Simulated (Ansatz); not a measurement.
Working through a geometry optimisation of C4H2O3, SMILES O=C1C=CC(=O)O1

Computed with the Python package of Ansatz (0.2.0).

At the Python prompt:
```pycon
>>> import itertools
>>> import ansatz as az
>>> from ase import Atoms
>>> from ase.data import atomic_numbers, covalent_radii
>>> import numpy as np
>>> atoms = Atoms(["O", "C", "C", "C", "C", "O", "O", "H", "H"], positions=[
...     (1.595, -1.0268, -1.6444),
...     (0.7904, -0.389, -0.9107),
...     (0.0913, -0.9695, 0.2274),
...     (-0.5327, -0.0061, 0.7987),
...     (-0.4142, 1.1872, 0.0016),
...     (-0.9407, 2.2818, 0.2518),
...     (0.458, 0.9119, -0.9858),
...     (0.2757, -1.9812, 0.5314),
...     (-1.2343, -0.0546, 1.7128),
... ])
>>> geometry = az.Crystal.molecule_from_ase(atoms)
>>> base = (
...     geometry.calculation()
...     .basis(gaussian="def2-SVP")
...     .functional("pbe0")
...     .scf(lower_state_search="light")
... )
>>> symbols = [site.symbol for site in geometry.cartesian_sites]
>>> start = np.array([site.position_ang for site in geometry.cartesian_sites], dtype=float)
>>> summary = base.relax(force_tolerance=0.01, max_steps=100).run(threads=1).report
>>> end = np.array(summary["positions_ang"])
>>> print("reference energy %16.6f eV" % summary["reference_energy_ev"])
reference energy    -10302.269129 eV
>>> print("total energy     %16.6f eV" % summary["free_energy_ev"])
total energy        -10302.269129 eV
>>> print("occupied orbitals outside the frozen core (up, down):", summary["n_occupied"], " frozen:", summary["n_frozen"], " virtual:", summary["n_virtual"])
occupied orbitals outside the frozen core (up, down): [25, 25]  frozen: 0  virtual: [83, 83]
>>> # pairs closer than 1.2 times the sum of covalent radii, before or after
>>> radius = [covalent_radii[atomic_numbers[s]] for s in symbols]
>>> span = lambda where, i, j: np.linalg.norm(where[i] - where[j])
>>> bonded = [(i, j) for i, j in itertools.combinations(range(len(symbols)), 2) if min(span(start, i, j), span(end, i, j)) < 1.2 * (radius[i] + radius[j])]
>>> print("pair        before    after (A)")
pair        before    after (A)
>>> for i, j in bonded:
...     print(f"{symbols[i]}{i}-{symbols[j]}{j}".ljust(10), f"{span(start, i, j):8.4f} {span(end, i, j):8.4f}")
...
O0-C1        1.2619   1.1884
C1-C2        1.4564   1.4892
C1-O6        1.3448   1.3761
C2-C3        1.2821   1.3350
C2-H7        1.0724   1.0894
C3-C4        1.4399   1.4892
C3-H8        1.1533   1.0894
C4-O5        1.2401   1.1884
C4-O6        1.3459   1.3761
>>> charges = summary["charge_distribution"]
>>> print("dipole moment", round(4.803205 * float(np.linalg.norm(charges["dipole_moment_e_ang"])), 3), "D")
dipole moment 4.029 D
>>> print("Mulliken:", [(s, round(q, 3)) for s, q in zip(symbols, charges["mulliken_charges_e"])])
Mulliken: [('O', -0.151), ('C', 0.292), ('C', -0.076), ('C', -0.076), ('C', 0.292), ('O', -0.151), ('O', -0.277), ('H', 0.073), ('H', 0.073)]
```

Caveats:
- The settings weren't tested for convergence.
- The end point is the stationary point reached from this start; no frequency run checks that it is a minimum, and the basis set is modest.
- Hardware and time: 47 s on 1 thread of Arm Neoverse V1, on a shared host, peak memory 0.32 GiB.
